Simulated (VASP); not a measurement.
## WSe₂ (distorted 1T (CdI2) bulk), PBEsol single-point calculation: Ansatz's output and VASP's

```xyz
3
Lattice="3.3140 -0.0076 0.0395 -1.6636 2.9906 -0.0409 0.0778 -0.0481 6.5585" Properties=species:S:1:pos:R:3 pbc="T T T"
W     3.2662    0.0605    0.2142
Se   -0.0787    1.8075    1.8164
Se    1.6397    0.8759    4.7464
```

Ansatz printed

```
SCF 1 converged in 7 iterations: F = -21105.137777 eV  dr2 = 7.17e-9
  greatest PAW one-centre occupation: 1.000 electrons in one spin orbital (limit 2), on the Se atom at site 1 (counted from 0), in its partial waves of l = 2
SCF converged after 7 iterations
Free energy (F): -21105.137777 eV
Harris-Foulkes:  -21105.137777 eV  (|F-HF|=3.33e-9)
Internal energy: -21105.136693 eV  (E = F + TS)
E sigma→0 (E₀):  -21105.137235 eV
Entropy (-TS):   -0.001084 eV (-0.361 meV/atom)
Fermi energy:    12.000087 eV
--- Per-component energies (eV) ---
  E_band       = -893.279895
  E_kinetic    = 680.733221
  E_local      = -5534.352483  (includes V_loc(G=0)·N_el)
  E_nonlocal   = -1179.689793
  E_hartree    = 2632.383163
  E_xc         = -468.646765
  E_vxc        = -430.648907  (∫ρ·V_xc dr)
  E_paw        = -12172.973829  (= ΣΔE_a)
  E_vpaw       = 305.911616  (= ΣTr[D̂ρ^β])
  E_aug_tail   = -0.001255  (compensation charges beyond the density's cutoff)
  E_ewald      = -5064.827647
  E_core_change = 2.238693  (= ΣΔE_core)
  E_smearing   = -0.001084  (= −TS)
  E_closure    = -0.000000  (closes the sum)
  Σ components = -21105.137777   (vs F -21105.137777, Δ=0.00e0)
--- Forces (eV/Å), atoms counted from 1 ---
  atom   1  W     -0.11679549    -1.48473303    -2.55795276
  atom   2  Se    -0.01375751     1.51468473    -0.32285650
  atom   3  Se     0.13055227    -0.02995476     2.88077248
  max |Σ_I F_I| component: 3.68e-5 eV/Å
--- Stress (GPa, compression-positive) ---
      -11.281913       0.608237      -1.122996
        0.608237      -9.535472       6.227853
       -1.122997       6.227853     -15.071166
  P = ⅓ Tr σ = -11.9629 GPa (-119.629 kbar)
--- Band table (eV; the first three rows and the last of 132) ---
  k-point 0: bands = ["-62.6692", "-36.2796", "-36.2753", "-36.2433", "-36.2326", "-36.2318", "-36.0472", "-36.0449", "-36.0411", "-36.0375", "-36.0353", "-26.8828", "-26.8311", "-26.7333", "-2.9844", "-1.5589", "4.9596", "8.8738", "9.4517", "9.8951", "11.0942", "11.2306", "11.6490", "12.7169", "13.0391", "14.6021", "14.7061"]
  k-point 1: bands = ["-62.6692", "-36.2796", "-36.2753", "-36.2433", "-36.2326", "-36.2318", "-36.0472", "-36.0449", "-36.0411", "-36.0375", "-36.0353", "-26.8828", "-26.8312", "-26.7333", "-2.8644", "-1.7636", "5.4465", "8.6245", "9.1933", "9.4906", "10.9948", "11.4767", "11.6657", "12.6460", "12.9291", "14.7780", "14.8739"]
  k-point 2: bands = ["-62.6692", "-36.2796", "-36.2753", "-36.2433", "-36.2326", "-36.2318", "-36.0472", "-36.0449", "-36.0411", "-36.0375", "-36.0353", "-26.8828", "-26.8311", "-26.7333", "-2.6851", "-2.0227", "6.2290", "7.6981", "9.0572", "9.5025", "10.9660", "11.5016", "11.7147", "12.5826", "12.8387", "14.9331", "15.0417"]
  k-point 131: bands = ["-62.6622", "-36.2799", "-36.2730", "-36.2426", "-36.2333", "-36.2305", "-36.0477", "-36.0442", "-36.0391", "-36.0362", "-36.0356", "-26.9590", "-26.8594", "-26.8075", "-1.3661", "-0.4763", "5.4411", "6.5913", "7.5607", "8.5379", "9.3925", "10.3783", "11.4285", "13.4032", "13.8177", "14.3506", "15.1220"]
```

Each program uses its own PAW datasets. VASP's cell holds 26 valence electrons and Ansatz's 46. Ansatz's stress includes a Pulay correction; VASP's doesn't.

What does VASP give for the same cell and level of theory?

gap between bands v and c on the k mesh -0.37 eV (bands overlap: a metal); least direct gap on the k mesh 0.14 eV; pressure -11.7 GPa; largest force 2.98 eV/Å.

From OUTCAR

```
k-points           NKPTS =    132   k-points in BZ     NKDIM =    132   number of bands    NBANDS=     20

   NELECT =      26.0000    total number of electrons

   dimension x,y,z NGX =    28 NGY =   28 NGZ =   50
   dimension x,y,z NGXF=    56 NGYF=   56 NGZF=  100

  energy-cutoff  :      520.00
  volume of cell :       64.90
      direct lattice vectors                 reciprocal lattice vectors
     3.314000000 -0.007600000  0.039500000     0.302163583  0.168054285 -0.002351897
    -1.663600000  2.990600000 -0.040900000     0.000738691  0.334825441  0.002446845
     0.077800000 -0.048100000  6.558500000    -0.001815240  0.001075889  0.152503313

 k-points in reciprocal lattice and weights: KPOINTS created by Atomic Simulation Env
   0.00000000  0.00000000  0.00000000       0.004
   0.12500000 -0.00000000 -0.00000000       0.008
   0.25000000 -0.00000000 -0.00000000       0.008
   0.37500000 -0.00000000  0.00000000       0.008
   0.50000000 -0.00000000 -0.00000000       0.004
  -0.00000000  0.12500000  0.00000000       0.008
   0.12500000  0.12500000  0.00000000       0.008
   0.25000000  0.12500000  0.00000000       0.008
   ...

 E-fermi :   5.7327

 k-point     1 :       0.0000    0.0000    0.0000
  band No.  band energies     occupation
      1     -69.0082      2.00000
      2     -33.1880      2.00000
      3     -33.1304      2.00000
      4     -33.0354      2.00000
      5      -9.2495      2.00000
      6      -7.8223      2.00000
      7      -1.3109      2.00000
      8       2.6054      2.00000
      9       3.1831      2.00000
     10       3.6287      2.00000
     11       4.8266      2.00000
     12       4.9665      2.00000
     13       5.3821      2.00000
     14       6.4515      0.00000
     15       6.7744      0.00000
     16       8.3394      0.00000
     17       8.4431      0.00000
     18       9.5644      0.00000
     19      11.7549      0.00000
     20      14.8127      0.00000

 k-point     2 :       0.1250   -0.0000   -0.0000
  band No.  band energies     occupation
      1     -69.0071      2.00000
      2     -33.1962      2.00000
      3     -33.1282      2.00000
      4     -33.0565      2.00000
      5      -9.0445      2.00000
      6      -7.7112      2.00000
      7      -1.0051      2.00000
      8       2.3261      2.00000
      9       2.8720      2.00000
     10       3.5839      2.00000
     11       4.3123      2.00000
     12       4.7335      2.00000
     13       5.1592      2.00000
     14       5.9038      0.00038
     15       6.6222      0.00000
     16       8.0894      0.00000
     17       8.6609      0.00000
     18      10.4817      0.00000
     19      12.8022      0.00000
     20      14.6582      0.00000

 k-point     3 :       0.2500   -0.0000   -0.0000
  band No.  band energies     occupation
      1     -69.0046      2.00000
      2     -33.2221      2.00000
      3     -33.1220      2.00000
      4     -33.1017      2.00000
      5      -8.4949      2.00000
      6      -7.4122      2.00000
      7      -0.2001      2.00000
      8       1.3149      2.00000
      9       2.2339      2.00000
     10       2.7535      2.00000
     11       3.3962      2.00000
     12       4.3866      2.00000
     13       4.8198      2.00000
     14       5.9092      0.00029
     15       6.5472      0.00000
     16       8.4718      0.00000
     17       9.0335      0.00000
     18      10.9837      0.00000
     19      12.8354      0.00000
     20      14.0078      0.00000

 k-point     4 :       0.3750   -0.0000    0.0000
  band No.  band energies     occupation
      1     -69.0021      2.00000
      2     -33.2571      2.00000
      3     -33.1428      2.00000
      4     -33.1101      2.00000
      5      -7.8435      2.00000
      6      -7.0332      2.00000
      7      -0.2043      2.00000
      8       0.7754      2.00000
      9       1.4486      2.00000
     10       2.3401      2.00000
     11       2.6535      2.00000
     12       4.0312      2.00000
     13       4.7361      2.00000
     14       6.6730      0.00000
     15       6.9809      0.00000
     16       8.7375      0.00000
     17       9.0197      0.00000
     18      10.5438      0.00000
     19      11.8153      0.00000
     20      12.8130      0.00000

 ...

  Total       -4.4981519     -3.7720259     -5.9998799      0.2479131      2.5335984     -0.4584531
  in kB     -111.0369518    -93.1125199   -148.1071322      6.1197395     62.5419165    -11.3169233
  external PRESSURE =    -117.4188680 kB  Pullay stress =       0.0000000 kB

 POSITION                                       TOTAL-FORCE (eV/Angst)
 -----------------------------------------------------------------------------------
      3.26622      0.06052      0.21418        -0.117933     -1.497645     -2.578073
     -0.07875      1.80755      1.81643        -0.014387      1.524921     -0.282141
      1.63972      0.87590      4.74635         0.132320     -0.027277      2.860214
 -----------------------------------------------------------------------------------
    total drift:                               -0.000078     -0.000107      0.000046

  FREE ENERGIE OF THE ION-ELECTRON SYSTEM (eV)
  ---------------------------------------------------
  free  energy   TOTEN  =       -21.6641078483 eV

  energy  without entropy=      -21.6630251302  energy(sigma->0) =      -21.66356649
```
